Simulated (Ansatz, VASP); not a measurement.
# Cu in VASP and in Ansatz

Contents of INCAR:

```
SYSTEM = Cu
ALGO = Fast
EDIFF = 1E-7
ENCUT = 520
GGA = CA
ISIF = 2
ISMEAR = 0
LASPH = .True.
LCHARG = .True.
LELF = .True.
LREAL = .False.
LVHAR = .True.
LWAVE = .False.
NBANDS = 12
NELM = 60
PREC = Accurate
SIGMA = 0.15
```

File KPOINTS:

```
k-points
0
Gamma
  22 22 22
  0 0 0
```

POSCAR

```
Cu
1.0
    0.0000000000      1.8075000000      1.8075000000
    1.8075000000      0.0000000000      1.8075000000
    1.8075000000      1.8075000000      0.0000000000
Cu
1
Direct
    0.0000000000      0.0000000000      0.0000000000
```

Input for Ansatz:

```yaml
crystal:
  lattice:
    - [0.0, 1.8075, 1.8075]
    - [1.8075, 0.0, 1.8075]
    - [1.8075, 1.8075, 0.0]
  atoms:
    - { symbol: Cu, position: [0.0, 0.0, 0.0] }
basis:
  ecutwfc: 420
kpoints:
  mp_grid: { grid: [22, 22, 22] }
hamiltonian:
  xc: lda
scf:
  occupations: { method: gaussian, width: 0.15 }
output:
  forces: true
  stress: true
  eigenvalues: true
```

Alike in both runs: task single point; functional LDA; k mesh 22 × 22 × 22; occupations gaussian, width 0.15 eV; no spin polarisation.

|  | VASP | Ansatz |
| --- | --- | --- |
| version | VASP 6.6.1 | Ansatz 0.2.0 |
| potentials or method | VASP PAW LDA potentials, release 64 (Cu) | scalar-relativistic, plane waves, PAW |
| plane-wave cutoff (eV) | 520 | 420 |
| valence electrons in the cell | 11 | 19 |

|  | VASP | Ansatz | Ansatz less VASP |
| --- | --- | --- | --- |
| gap on the k mesh at the Fermi level (eV) | none | none | - |
| pressure (GPa) | -11.7 | -12.5 | -0.81 |

A gap of «none» marks a metal or a gap that the smearing closes. The two sets of potentials don't hold the same shells in valence.
